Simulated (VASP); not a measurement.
Write the native input for VASP 6.6.1 that does the following.

- Task: relaxation of cell and atoms
- Functional: r2SCAN
- Potentials or basis: VASP PAW PBE potentials, release 64 (Si, N)
- Cutoff: 600 eV
- k mesh: 6 × 6 × 6
- Occupations: gaussian, width 0.03 eV
- Spin: no spin polarisation
- Further INCAR settings: ALGO = Normal; EDIFF = 1e-06; IBRION = 2; EDIFFG = -0.01; NSW = 90; ISIF = 3

The structure of Si3N4 lies in POSCAR:

```
Si3N4
1.0
    0.0000000000      3.8937180000      3.8937180000
    3.8937180000      0.0000000000      3.8937180000
    3.8937180000      3.8937180000      0.0000000000
Si N
6 8
Direct
    0.1250000000      0.1250000000      0.6250000000
    0.1250000000      0.6250000000      0.1250000000
    0.6250000000      0.1250000000      0.1250000000
    0.1250000000      0.1250000000      0.1250000000
    0.7500000000      0.7500000000      0.7500000000
    0.5000000000      0.5000000000      0.5000000000
    0.3675630000      0.3675630000      0.3675630000
    0.3526890000      0.8824370000      0.8824370000
    0.8824370000      0.8824370000      0.3526890000
    0.8824370000      0.3526890000      0.8824370000
    0.3675630000      0.3675630000      0.8973110000
    0.3675630000      0.8973110000      0.3675630000
    0.8824370000      0.8824370000      0.8824370000
    0.8973110000      0.3675630000      0.3675630000
```

The cell is a database's computed one.

These files were run (other wordings do the same):

INCAR

```
SYSTEM = Si3N4
PREC = Accurate
ENCUT = 600
EDIFF = 1E-6
ISMEAR = 0
SIGMA = 0.03
LREAL = .FALSE.
LASPH = .TRUE.
NELM = 80
ALGO = Normal
ISIF = 3
LWAVE = .FALSE.
LCHARG = .FALSE.
METAGGA = R2SCAN
LMIXTAU = .TRUE.
IBRION = 2
NSW = 90
EDIFFG = -0.01
KPAR = 4
```

KPOINTS

```
regular mesh
0
G
  6 6 6
  0 0 0
```

Potentials or basis: VASP PAW PBE potentials, release 64 (Si, N).

Run with:

```sh
$ cat potpaw_PBE.64/Si/POTCAR potpaw_PBE.64/N/POTCAR > POTCAR
$ mpirun -np 4 vasp_std > vasp.out
```

Results of the run:

The relaxed volume is 8.25 Å³/atom, the relaxed cell is a = 5.467 Å, b = 5.467 Å, c = 5.467 Å, α = 60.00°, β = 60.00°, γ = 60.00° and the space group after relaxing (to 0.05 Å) is Fd-3m (No. 227). The energy gained by relaxing is 3.7 meV/atom. The ionic steps are 6. The pressure after relaxing is 0.1 GPa and the band gap on the k mesh is 4.03 eV, indirect (least direct gap 4.05 eV).

Caveat: the PAW data sets were made with another functional, which shifts forces and pressure a little.

Run time: 13 min on 4 MPI ranks on Intel(R) Xeon(R) Platinum 8488C (Sapphire Rapids) (shared host), peak memory 0.39 GiB a rank.
